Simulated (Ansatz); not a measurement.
# What a change of settings does to a run on Ag

The cell is COD entry 9008459, as deposited and not checked against the literature; nothing was relaxed. The listed cell was then made from it by scaling, straining or moving an atom.

First run: DFT, PBE, PAW with Ansatz's default frozen-core files, scalar-relativistic (Ansatz 0.2.0).

Command: `ansatz run input.yaml --threads 1 --pin off --max-ram 2048MiB --backend cpu --events-out ev --progress --plain --runs-dir out` The run took 6.4 s on 1 thread of Arm Neoverse N1, on a shared host.

```yaml
crystal:
  lattice:
    - [0.0, 2.05859782, 2.0124535]
    - [2.05859782, 0.0, 2.0124535]
    - [2.05859782, 2.05859782, 0.0]
  atoms:
    - { symbol: Ag, position: [0.0, 0.0, 0.0] }
kpoints:
  mp_grid: { grid: [15, 15, 15] }
scf:
  occupations: { method: fermi_dirac, width: 0.05 }
hamiltonian:
  xc: pbe
  pseudopotentials: { kind: paw }
output:
  forces: true
  stress: true
  eigenvalues: true
  efg: { contact_densities: true }
```

Result: converged; pressure 4.59 GPa; 6 SCF iterations.

The input is then changed:

```diff
@@ -7,7 +7,8 @@
     - { symbol: Ag, position: [0.0, 0.0, 0.0] }
 kpoints:
-  mp_grid: { grid: [15, 15, 15] }
+  mp_grid: { grid: [22, 22, 22], shift: [0.5, 0.5, 0.5] }
 scf:
   occupations: { method: fermi_dirac, width: 0.05 }
+  mixing: { algorithm: anderson, beta: 0.3 }
 hamiltonian:
   xc: pbe
@@ -18,3 +19,7 @@
   eigenvalues: true
   efg: { contact_densities: true }
+  write_density: true
+  write_potential: true
+  elf: true
+  volumetric_format: npy
```

**Question.** Predict the outcome of the changed run.

**Answer.** It converged; energy at zero smearing -2.9 meV/atom from the first run; pressure 4.67 GPa; 5 SCF iterations.

The results part of its log:

```
SCF 1 converged in 5 iterations: F = -7590.543200 eV  dr2 = 4.96e-8
  greatest PAW one-centre occupation: 1.000 electrons in one spin orbital (limit 2), on the Ag atom at site 0 (counted from 0), in its partial waves of l = 0
SCF converged after 5 iterations
Stability not checked: this state was not tested for a lower state beside it, because the mixer in use, unlike msr1, does not test its closes by its own steps (another_mixer; see scf.mixing.algorithm and scf.lower_state_search)
Free energy (F): -7590.543200 eV
Harris-Foulkes:  -7590.543200 eV  (|F-HF|=1.16e-7)
Internal energy: -7590.540881 eV  (E = F + TS)
E sigma→0 (E₀):  -7590.542041 eV
Entropy (-TS):   -0.002318 eV (-2.318 meV/atom)
Fermi energy:    17.394659 eV
--- Per-component energies (eV) ---
  E_band       = -234.175653
  E_kinetic    = 527.565934
  E_local      = -2194.298224  (includes V_loc(G=0)·N_el)
  E_nonlocal   = 79.868175
  E_hartree    = 999.599827
  E_xc         = -185.088625
  E_vxc        = -235.207242  (∫ρ·V_xc dr)
  E_paw        = -3901.885017  (= ΣΔE_a)
  E_vpaw       = -411.294138  (= ΣTr[D̂ρ^β])
  E_aug_tail   = 0.000327  (compensation charges beyond the density's cutoff)
  E_ewald      = -2916.303277
  E_smearing   = -0.002318  (= −TS)
  E_closure    = 0.000000  (closes the sum)
  Σ components = -7590.543200   (vs F -7590.543200, Δ=0.00e0)
--- Forces (eV/Å), atoms counted from 1 ---
  atom   1  Ag    -0.00000000     0.00000000     0.00000000
  max |Σ_I F_I| component: 9.86e-32 eV/Å
--- Stress (GPa, compression-positive) ---
        4.429942       0.154328      -0.068719
        0.154328       4.429942      -0.068719
       -0.068719      -0.068719       5.150509
  P = ⅓ Tr σ = 4.6701 GPa (46.701 kbar)
--- PAW observables at the nuclei: V_zz in 10²¹ V/m², potentials from the cell's mean, atoms counted from 1 ---
  atom   1  Ag V_zz =    -0.148390   η = 0.6505   by run symmetry: allowed
            electrostatic potential = -7483.144175 V   contact ρ = 948414.796897 e/Å³
--- Band table (eV; the first three rows and the last of 2783) ---
  k-point 0: bands = ["-74.6078", "-38.0001", "-38.0001", "-37.9982", "9.5944", "12.5258", "12.5307", "12.6676", "13.5337", "13.6785", "33.2556", "36.6038", "36.7251", "36.9944"]
  k-point 1: bands = ["-74.6074", "-38.0032", "-38.0005", "-38.0003", "9.6795", "12.5039", "12.5522", "12.6969", "13.5137", "13.6794", "33.2813", "35.9803", "36.8405", "36.8774"]
  k-point 2: bands = ["-74.6063", "-38.0135", "-38.0023", "-38.0021", "9.8886", "12.4714", "12.6053", "12.7429", "13.4883", "13.6705", "33.1987", "34.8535", "36.7682", "37.0822"]
  k-point 2782: bands = ["-74.5906", "-38.1619", "-38.0296", "-38.0208", "11.0074", "12.4708", "12.6353", "14.2866", "14.3892", "17.1268", "20.9929", "32.4164", "34.5181", "35.2631"]
```
